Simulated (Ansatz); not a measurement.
Si under changes of volume

One of the cells (20.165 Å³/atom); the others are scaled copies at fixed shape and fractional positions:

```
CELL_PARAMETERS angstrom
0.00000 2.72185 2.72185
2.72185 0.00000 2.72185
2.72185 2.72185 0.00000
ATOMIC_POSITIONS crystal
Si 0.50000 0.50000 0.50000
Si 0.75000 0.75000 0.75000
```

- Program: Ansatz 0.2.0
- Functional: LDA
- Potentials or basis: JTH PAW LDA
- Cutoff: 390 eV
- Density cutoff: 1950 eV
- k mesh: 8 × 8 × 8
- Occupations: fermi-dirac, width 0.05 eV
- Spin: no spin polarisation

```tsv
volume (Å³/atom)	energy over the lowest point (meV/atom)	pressure (GPa)	gap on the mesh (eV)
18.955	9.04	4.0	0.43
19.358	1.79	1.8	0.47
19.761	0.00	-0.3	0.50
20.165	?	?	?
20.568	10.66	-3.8	0.56
20.971	22.14	-5.3	0.59
21.375	37.16	-6.6	0.61
```

Task: What does the run at 20.165 Å³/atom give?

Result: Energy over the lowest point 3.13 meV/atom; pressure -2.2 GPa; gap on the mesh 0.53 eV.

Worked out: A Birch-Murnaghan fit of order 3 (a polynomial in V^(-2/3)) to the other rows has its minimum at 19.70 Å³/atom with B0 = V·E''(V) = 97 GPa and B' = 4.4. It gives 3.14 meV/atom at 20.165 Å³/atom, against the run's 3.13, and -dE/dV = -2.2 GPa, against -2.2. A straight line through the other rows of the gap, of slope 1.5 eV per unit of ln V, gives 0.53 eV, against the run's 0.53.

Energies are extrapolated to zero smearing.

A mesh can miss the band edges.
